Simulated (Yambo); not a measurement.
# AlN (P6_3mc) in Yambo: further runs, part 3 of 3

Yambo 5.3.0. The steps go on from the part before.

## 5. GW quasiparticle levels, PBEsol

gw3.in reads:

```
gw0
dyson
el_el_corr
rim_cut
HF_and_locXC
ppa
em1d
RandQpts= 1000000
RandGvec= 50 RL
EXXRLvcs= 84 Ry
VXCRLvcs= 84 Ry
Chimod= "HARTREE"
% BndsRnXp
 1 | 88 |
%
NGsBlkXp= 12 Ry
% LongDrXp
 1 | 1 | 1 |
%
PPAPntXp= 27.21138 eV
% GbndRnge
 1 | 88 |
%
GTermKind= "BG"
DysSolver= "n"
ExtendOut
% QPkrange
 1 | 6 | 6 | 12 |
%
```

scf.in reads:

```
&CONTROL
  calculation = 'scf'
  prefix = 'pwscf'
  outdir = './tmp'
  pseudo_dir = './pseudo'
/
&SYSTEM
  ibrav = 0
  nat = 4
  ntyp = 2
  ecutwfc = 84
  nbnd = 14
  occupations = 'smearing'
  smearing = 'fd'
  degauss = 0.00367493
  force_symmorphic = .true.
/
&ELECTRONS
  conv_thr = 8d-10
  electron_maxstep = 120
  mixing_beta = 0.5
/
ATOMIC_SPECIES
Al    26.9815 Al.upf
N     14.0070 N.upf
CELL_PARAMETERS angstrom
   3.1130000000    0.0000000000    0.0000000000
  -1.5565000000    2.6959370820    0.0000000000
   0.0000000000    0.0000000000    4.9810000000
ATOMIC_POSITIONS crystal
Al     0.6666666667    0.3333333333    0.5000000000
Al     0.3333333333    0.6666666667    0.0000000000
N      0.6666666667    0.3333333333    0.8800000000
N      0.3333333333    0.6666666667    0.3800000000
K_POINTS automatic
12 12 6 0 0 0
```

nscf.in reads:

```
&CONTROL
  calculation = 'nscf'
  prefix = 'pwscf'
  outdir = './tmp'
  pseudo_dir = './pseudo'
/
&SYSTEM
  ibrav = 0
  nat = 4
  ntyp = 2
  ecutwfc = 84
  nbnd = 88
  occupations = 'fixed'
  force_symmorphic = .true.
/
&ELECTRONS
  conv_thr = 1d-08
  diago_full_acc = .true.
  diago_thr_init = 1d-06
/
ATOMIC_SPECIES
Al    26.9815 Al.upf
N     14.0070 N.upf
CELL_PARAMETERS angstrom
   3.1130000000    0.0000000000    0.0000000000
  -1.5565000000    2.6959370820    0.0000000000
   0.0000000000    0.0000000000    4.9810000000
ATOMIC_POSITIONS crystal
Al     0.6666666667    0.3333333333    0.5000000000
Al     0.3333333333    0.6666666667    0.0000000000
N      0.6666666667    0.3333333333    0.8800000000
N      0.3333333333    0.6666666667    0.3800000000
K_POINTS automatic
3 3 2 0 0 0
```

gw3_1.in reads:

```
gw0
dyson
el_el_corr
rim_cut
HF_and_locXC
ppa
em1d
RandQpts= 1000000
RandGvec= 50 RL
EXXRLvcs= 84 Ry
VXCRLvcs= 84 Ry
Chimod= "HARTREE"
% BndsRnXp
 1 | 88 |
%
NGsBlkXp= 12 Ry
% LongDrXp
 1 | 1 | 1 |
%
PPAPntXp= 27.21138 eV
% GbndRnge
 1 | 88 |
%
GTermKind= "BG"
DysSolver= "n"
ExtendOut
% QPkrange
 1 | 6 | 6 | 12 |
%
GfnQPdb= "E < gw3/ndb.QP"
```

gw3_2.in reads:

```
gw0
dyson
el_el_corr
rim_cut
HF_and_locXC
ppa
em1d
RandQpts= 1000000
RandGvec= 50 RL
EXXRLvcs= 84 Ry
VXCRLvcs= 84 Ry
Chimod= "HARTREE"
% BndsRnXp
 1 | 88 |
%
NGsBlkXp= 12 Ry
% LongDrXp
 1 | 1 | 1 |
%
PPAPntXp= 27.21138 eV
% GbndRnge
 1 | 88 |
%
GTermKind= "BG"
DysSolver= "n"
ExtendOut
% QPkrange
 1 | 6 | 6 | 12 |
%
GfnQPdb= "E < gw3_1/ndb.QP"
```

gw3_3.in reads:

```
gw0
dyson
el_el_corr
rim_cut
HF_and_locXC
ppa
em1d
RandQpts= 1000000
RandGvec= 50 RL
EXXRLvcs= 84 Ry
VXCRLvcs= 84 Ry
Chimod= "HARTREE"
% BndsRnXp
 1 | 88 |
%
NGsBlkXp= 12 Ry
% LongDrXp
 1 | 1 | 1 |
%
PPAPntXp= 27.21138 eV
% GbndRnge
 1 | 88 |
%
GTermKind= "BG"
DysSolver= "n"
ExtendOut
% QPkrange
 1 | 6 | 6 | 12 |
%
GfnQPdb= "E < gw3_2/ndb.QP"
```

Potentials or basis: PseudoDojo 0.4.1 SR PBEsol standard.

On the command line:

```bash
$ OMP_NUM_THREADS=1 pw.x -in scf.in > scf.out
$ OMP_NUM_THREADS=1 pw.x -in nscf.in > nscf.out
$ cd tmp/pwscf.save; p2y; mv SAVE ../..; cd ../..
$ OMP_NUM_THREADS=1 yambo
$ mkdir -p gw3; ln -s $PWD/g0w00/ndb.RIM gw3/
$ OMP_NUM_THREADS=1 yambo -F gw3.in -J gw3 -C gw3_out
$ mkdir -p gw3_1; ln -s $PWD/gw3/ndb.pp* gw3_1/
$ mkdir -p gw3_1; ln -s $PWD/g0w00/ndb.RIM gw3_1/
$ OMP_NUM_THREADS=1 yambo -F gw3_1.in -J gw3_1 -C gw3_1_out
$ # levels in gw3_1/ndb.QP reset to Eo + Z (Sx + Sc(Eo) - Vxc - shift), the shift holding the valence top or Fermi level at zero
$ mkdir -p gw3_2; ln -s $PWD/gw3/ndb.pp* gw3_2/
$ mkdir -p gw3_2; ln -s $PWD/g0w00/ndb.RIM gw3_2/
$ OMP_NUM_THREADS=1 yambo -F gw3_2.in -J gw3_2 -C gw3_2_out
$ # levels in gw3_2/ndb.QP reset to Eo + Z (Sx + Sc(Eo) - Vxc - shift), the shift holding the valence top or Fermi level at zero
$ mkdir -p gw3_3; ln -s $PWD/gw3/ndb.pp* gw3_3/
$ mkdir -p gw3_3; ln -s $PWD/g0w00/ndb.RIM gw3_3/
$ OMP_NUM_THREADS=1 yambo -F gw3_3.in -J gw3_3 -C gw3_3_out
$ # levels in gw3_3/ndb.QP reset to Eo + Z (Sx + Sc(Eo) - Vxc - shift), the shift holding the valence top or Fermi level at zero
```

Yambo's report:

```text
[... sections 02.01 to 02.04 as in the set-up run ...]

  [02.05] Energies & Occupations
  ==============================

  [X] === General ===
  [X] Electronic Temperature                        :  0.000000  0.000000 [eV K]
  [X] Bosonic    Temperature                        :  0.000000  0.000000 [eV K]
  [X] Finite Temperature mode                       : no
  [X] El. density                                   :  0.38275E+24 [cm-3]
  [X] Fermi Level                                   :  7.010938 [eV]

  [X] === Gaps and Widths ===
  [X] Conduction Band Min                           :  4.136188 [eV]
  [X] Valence Band Max                              :  0.000000 [eV]
  [X] Filled Bands                                  :   8
  [X] Empty Bands                                   :    9   88
  [X] Direct Gap                                    :  4.136188 [eV]
  [X] Direct Gap localized at k                     :  1
  [X] Indirect Gap                                  :  4.136188 [eV]
  [X] Indirect Gap between kpts                     :  1  1
  [X] Last valence band width                       :  2.401431 [eV]
  [X] 1st conduction band width                     :  3.170477 [eV]

 [03] Transferred momenta grid and indexing
 ==========================================

 IBZ Q-points                                      :   6
 BZ  Q-points                                      :  18

 K/Q-points units:
 rlu = crystal or reduced units; cc = cartesian coordinates; iku = interal k-units

 Q [1]          [rlu]:  0.000000  0.000000  0.000000
 Q [2]          [rlu]:  0.000000  0.000000 -0.500000
 Q [3]          [rlu]: -0.40821E-19  0.33333       0.0000
 Q [4]          [rlu]: -0.40821E-19  0.33333     -0.50000
 Q [5]          [rlu]:  0.333333  0.333333  0.000000
 Q [6]          [rlu]:  0.333333  0.333333 -0.500000

[... 233 lines left out ...]

  QP [eV] @ K [1] (iku):  0.000000  0.000000  0.000000
   B=6 Eo= -0.18 E= -1.10 E-Eo= -0.92 Re(Z)=0.79 Im(Z)=-0.119090E-2 nlXC= -21.0214 lXC= -16.8097 So=  3.04797
   B=7 Eo= -0.18 E= -1.08 E-Eo= -0.90 Re(Z)=0.79 Im(Z)=-0.119092E-2 nlXC= -21.0215 lXC= -16.8097 So=  3.07277
   B=8 Eo=  0.00 E= -0.85 E-Eo= -0.85 Re(Z)=0.79 Im(Z)=-0.117381E-2 nlXC= -20.8433 lXC= -16.8987 So=  2.87630
   B=9 Eo=  4.14 E=  4.81 E-Eo=  0.67 Re(Z)=0.82 Im(Z)=-0.106122E-2 nlXC= -7.85346 lXC= -12.6174 So= -3.94390
   B=10 Eo=  6.57 E=  7.32 E-Eo=  0.75 Re(Z)=0.83 Im(Z)=-0.104557E-2 nlXC= -5.66890 lXC= -10.9574 So= -4.38413
   B=11 Eo= 10.48 E= 11.59 E-Eo=  1.11 Re(Z)=0.78 Im(Z)= 0.481843E-2 nlXC= -7.31868 lXC= -14.0867 So= -5.34877
   B=12 Eo= 11.07 E= 11.83 E-Eo=  0.76 Re(Z)=0.83 Im(Z)=-0.759616E-3 nlXC= -3.97680 lXC= -9.76421 So= -4.86288
[... 37 lines left out ...]
  QP [eV] @ K [6] (iku):  0.333333  0.500000 -0.500000
   B=6 Eo= -3.89 E= -5.14 E-Eo= -1.25 Re(Z)=0.79 Im(Z)=-0.180768E-2 nlXC= -18.3668 lXC= -13.4292 So=  3.34859
   B=7 Eo= -0.79 E= -1.76 E-Eo= -0.97 Re(Z)=0.79 Im(Z)=-0.120163E-2 nlXC= -20.5842 lXC= -16.3003 So=  3.05493
   B=8 Eo= -0.79 E= -1.76 E-Eo= -0.97 Re(Z)=0.79 Im(Z)=-0.120163E-2 nlXC= -20.5842 lXC= -16.3003 So=  3.05495
   B=9 Eo=  7.31 E=  8.14 E-Eo=  0.83 Re(Z)=0.82 Im(Z)=-0.113593E-2 nlXC= -6.32109 lXC= -11.6496 So= -4.31624
   B=10 Eo=  7.31 E=  8.14 E-Eo=  0.83 Re(Z)=0.82 Im(Z)=-0.116768E-2 nlXC= -6.32109 lXC= -11.6496 So= -4.31625
   B=11 Eo=  7.76 E=  8.49 E-Eo=  0.74 Re(Z)=0.83 Im(Z)=-0.106285E-2 nlXC= -5.14308 lXC= -10.4970 So= -4.46662
   B=12 Eo=  7.76 E=  8.49 E-Eo=  0.74 Re(Z)=0.83 Im(Z)=-0.104526E-2 nlXC= -5.14309 lXC= -10.4970 So= -4.46652

  [WR./gw3//ndb.QP]---------------------------------------------------------------
   Lattice constants                                :  5.882717  5.094583  9.412726
   Coulomb cutoff potential                         : none
   Electronic Temperature                           :  0.000000 [K]
   Bosonic    Temperature                           :  0.000000 [K]
   Green`s function   energies                      : Perdew, Burke & Ernzerhof SOL(X)+Perdew, Burke & Ernzerhof SOL(C)
   wavefunctions                                    : Perdew, Burke & Ernzerhof SOL(X)+Perdew, Burke & Ernzerhof SOL(C)
   PPA    diel. fun.  energies                      : Perdew, Burke & Ernzerhof SOL(X)+Perdew, Burke & Ernzerhof SOL(C)
   wavefunctions                                    : Perdew, Burke & Ernzerhof SOL(X)+Perdew, Burke & Ernzerhof SOL(C)
   QP tot states                                    :   42
   GW solver                                        : Newton
   GW approximation                                 : PPA
   PPA imaginary Energy                             :  27.21138 ev
   RIM G`s                                          :   55
   RIM random pts                                   :  1000000
   dS/dw steps                                      :  2
   dS/dw step                                       :  0.100000 ev
   X G`s                                            :  221 used
   X G`s                                            :  221 disk
   X bands                                          :    1   88
   X poles                                          :  100.0000 o/o
   X e/h E range                                    : -1.000000 -1.000000 ev
   X Hxc Kernel                                     : HARTREE
   X BZ energy Double Grid                          : no
   X Optical Averaged directions                    : none
   Sc/G bands                                       :    1   88
   Sc/G damping                                     :  0.100000 ev
   Sc bands terminator                              : yes
   Sc terminator kind                               : BG
   Sc Terminator pole                               :  40.81708
   Sx RL components                                 :   3705

   QP @ state[ 1 ] K range                          :   1   6
   QP @ state[ 1 ] b range                          :   6  12
   GF energies kind                                 : Perdew, Burke & Ernzerhof SOL(X)+Perdew, Burke & Ernzerhof SOL(C)
   GF WF`s kind                                     : Perdew, Burke & Ernzerhof SOL(X)+Perdew, Burke & Ernzerhof SOL(C)
   Xs energies kind                                 : Perdew, Burke & Ernzerhof SOL(X)+Perdew, Burke & Ernzerhof SOL(C)
   Xs WF`s kind                                     : Perdew, Burke & Ernzerhof SOL(X)+Perdew, Burke & Ernzerhof SOL(C)
```

o-gw3.qp:

```text
# GW solver                                       : Newton
# GW approximation                                : PPA
# PPA imaginary Energy                            :   27.2113800    [ev]
[... 71 lines left out ...]
         6                 11                 7.758474           8.494153           0.735678          -10.49696          -5.143084          -4.466616          -4.618198          -5.605910           0.829177          -0.001063          -14.55408           45.22523
         6                 12                 7.758474           8.494270           0.735796          -10.49696          -5.143090          -4.466516          -4.618074          -5.604156           0.829221          -0.001045          -14.54430           45.25566
#
```

What came out:

```yaml
Band_gap_on_the_k_mesh_mean-field_level: 4.14 eV, direct
Quasiparticle_gap: 5.91 eV
Least_direct_quasiparticle_gap: 5.91 eV
Quasiparticle_gap_at_Γ: 5.91 eV
Band_gap_of_the_same_states_before_the_correction: 4.14 eV
```

Quasiparticle terms (eV):
```csv
k point,band,Kohn-Sham level,Vxc,Σx,Σc,Z,result
"(0.000, 0.000, 0.000)",6,-0.18,-16.81,-21.02,3.13,0.80,-0.27
"(0.000, 0.000, 0.000)",7,-0.18,-16.81,-21.02,3.15,0.80,-0.25
"(0.000, 0.000, 0.000)",8,0.00,-16.90,-20.84,2.97,0.80,0.00
"(0.000, 0.000, 0.000)",9,4.14,-12.62,-7.85,-3.61,0.84,5.91
"(0.000, 0.000, 0.000)",10,6.57,-10.96,-5.67,-4.02,0.85,8.47
"(0.000, 0.000, 0.000)",11,10.48,-14.09,-7.32,-4.83,0.81,12.85
"(0.000, 0.000, 0.000)",12,11.07,-9.76,-3.98,-4.44,0.85,13.03
"(0.000, 0.000, -0.500)",6,-0.52,-16.56,-20.91,3.21,0.80,-0.65
"(0.000, 0.000, -0.500)",7,-0.52,-16.56,-20.91,3.19,0.80,-0.66
"(0.000, 0.000, -0.500)",8,-0.52,-16.56,-20.91,3.21,0.80,-0.65
"(0.000, 0.000, -0.500)",9,6.38,-12.85,-7.59,-3.89,0.83,8.33
"(0.000, 0.000, -0.500)",10,6.38,-12.85,-7.59,-3.89,0.83,8.33
"(0.000, 0.000, -0.500)",11,10.22,-11.29,-5.21,-4.55,0.83,12.31
"(0.000, 0.000, -0.500)",12,10.22,-11.29,-5.21,-4.55,0.83,12.31
"(0.000, 0.333, 0.000)",6,-1.83,-15.43,-20.18,3.37,0.80,-2.16
"(0.000, 0.333, 0.000)",7,-0.88,-15.96,-20.13,3.03,0.80,-1.01
"(0.000, 0.333, 0.000)",8,-0.52,-16.56,-20.87,3.19,0.80,-0.64
"(0.000, 0.333, 0.000)",9,6.13,-10.80,-5.75,-3.82,0.85,8.00
"(0.000, 0.333, 0.000)",10,6.59,-10.52,-5.37,-3.90,0.85,8.48
"(0.000, 0.333, 0.000)",11,7.88,-12.22,-6.69,-4.06,0.84,9.92
```

Caveat: the k mesh is coarse (spacing up to 0.78 Å⁻¹), so the values aren't converged; the screening block or the number of bands is too small for a converged GW gap; between passes the levels were reset to the linearisation about the Kohn-Sham level, since this version mixes two points of expansion; the levels printed in its table differ; this version prints the column dSc/dw multiplied by 27.2; the terminator is approximate in this version, by hundredths of an eV; an odd mesh through Γ misses points on the zone boundary, where band edges often lie.
